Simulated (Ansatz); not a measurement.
Reactions of CH7BClNSi (`C[SiH](N)BCl`).

Isolated molecules relaxed with PBE0-D4/def2-TZVP in Ansatz; ΔE leaves out vibrations. CBS: MP2 limit from def2 TZ/QZ plus the TZ coupled-cluster correction, frozen cores. This one scheme is used for every species, atoms too. For atomizations the MP2-based limit and the directly extrapolated one differ by several kJ/mol either way, and by 10 to 25 for some Ge, Se and Sn compounds, so smaller differences from it don't rank the levels. Functionals use def2-TZVPP. No spin–orbit coupling; open shells (•) take unrestricted orbitals. Spin–orbit coupling would lower the free atoms: a little for B, C, Cl, Si. Elements past krypton have def2 core potentials. Bonds to Se, Te are less sure, by a few kJ/mol each and by 10 to 20 or more in all where they break to atoms, as the def2 sets lack core-valence functions. Scalar relativity is left out up to krypton. Each species was taken in one conformer, which may not be the lowest.

| reaction | r2SCAN-D4 (kJ/mol) | PBE-D4 (kJ/mol) | MP2/CBS(def2) (kJ/mol) | CCSD/CBS(def2) (kJ/mol) | CCSD(T)/CBS(def2) (kJ/mol) |
| --- | --- | --- | --- | --- | --- |
| `C[SiH](N)BCl` + `[SiH3][SeH]` → `[SiH3][Se]BCl` + `C[SiH2]N` | -97 | -93 | -109 | -95 | -98 |
| `C[SiH](N)BCl` → `CBCl` + `N[SiH]` | 132 | 120 | 134 | 121 | 123 |
| `C[SiH](N)BCl` + H–F → `N[SiH](F)BCl` + CH₄ | -162 | -150 | -156 | -159 | -156 |
| `C[SiH](N)BCl` + CH₄ → `CB[SiH](C)N` + HCl | 104 | 102 | 105 | 99 | 101 |
| `C[SiH](N)BCl` → B• + C• + Cl• + 7 H• + N• + Si• | 4214 | 4259 | 4243 | 4143 | 4197 |
| `C[SiH](N)BCl` + H₂ → `C[SiH2]N` + `BCl` | -34 | -27 | -39 | -44 | -39 |
| `C[SiH](N)BCl` + H₂S → `C[SiH](N)S` + `BCl` | -92 | -83 | -101 | -92 | -91 |
| `C[SiH](N)BCl` + H₂Te → `C[SiH](N)[TeH]` + `BCl` | -87 | -83 | -107 | -92 | -93 |
| `C[SiH](N)BCl` + silanol → `[SiH3]OBCl` + `C[SiH2]N` | -167 | -155 | -170 | -167 | -165 |
| `C[SiH](N)BCl` + acetic acid → `CC(=O)OBCl` + `C[SiH2]N` | -124 | -112 | -129 | -127 | -125 |

Largest T1 diagnostic: 0.015, for `N[SiH]`.
